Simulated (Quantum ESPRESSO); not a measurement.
The system is Ru.

```
Ru
1.0
     2.70580    0.00000    0.00000
    -1.35290    2.34329    0.00000
     0.00000    0.00000    4.28190
Ru
2
Direct
  0.66667 0.33333 0.75000
  0.33333 0.66667 0.25000
```

Program: Quantum ESPRESSO 7.5. Alike in all runs: no spin polarisation; cell as given; smearing fermi-dirac 0.05 eV.

Order these runs on this cell by their pressure, lowest first.
A. level LDA; potentials or basis GBRV 1.5 LDA; k mesh 11 × 11 × 6; cutoff (eV) 612; form of the LDA correlation PZ81; mesh quality not flagged
B. level PBEsol; potentials or basis PseudoDojo 0.4.1 SR PBEsol standard; k mesh 8 × 8 × 4; cutoff (eV) 1143; iterations 0; k mesh for the Wannier functions 7 × 7 × 4; mesh quality coarse
C. level PBE; potentials or basis SG15 PBE 1.2; k mesh 4 × 4 × 2; cutoff (eV) 952; mesh quality coarse
D. level BLYP; potentials or basis PseudoDojo 0.4.1 SR PBE standard; k mesh 11 × 11 × 6; cutoff (eV) 1143; mesh quality not flagged
E. level PBE; potentials or basis PseudoDojo 0.4.1 SR PBE standard; k mesh 8 × 8 × 4; cutoff (eV) 1143; iterations 0; k mesh for the Wannier functions 7 × 7 × 4; mesh quality coarse

A (-12.4 GPa), B (-5.8 GPa), C (0.9 GPa), E (5.0 GPa), D (19.8 GPa).

Caveats: some runs use coarse meshes; the potentials were made for another functional, which shifts forces and pressure (some runs); so large a pressure means that the cell lies far from this level's equilibrium, or that cutoff or potentials fall short (some runs).

Not every run made on this cell is shown here.
